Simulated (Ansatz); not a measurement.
# CsI, response to strain

Take CsI in the CsCl type structure (space group Pm-3m, No. 221) as the base.

```
CELL_PARAMETERS angstrom
      4.61004     0.00000     0.00000
      0.00000     4.61004     0.00000
      0.00000     0.00000     4.61004
ATOMIC_POSITIONS crystal
  Cs 0.00000 0.00000 0.00000
  I  0.50000 0.50000 0.50000
```

Strains are applied to the cell and any free atomic positions relax.

Level of theory: plane-wave PAW DFT at the r2SCAN level (Ansatz, a program for electronic structure, 500 eV), no spin-orbit coupling.

Notes on the quantities. energy relative to the base: free energy F.

| isotropic strain (%) | energy relative to the base (meV/atom) |
|---|---|
| -5.96 | 77.3 |
| -5.13 | ? |
| 0 | 0.0 |
| 1.4 | 3.0 |
| 2.32 | 8.1 |

Q: Fit ΔE = Aε² + Bε³ (ε in %) to the rows shown and predict the withheld row.

A: Least squares on the printed values gives A = 1.69 and B = -0.082 meV/atom (largest residual 0.1 meV/atom); this predicts 55.5 meV/atom, and the run gives 55.3 meV/atom, 0.2 lower.

Whether these cells are dynamically stable was not tested.
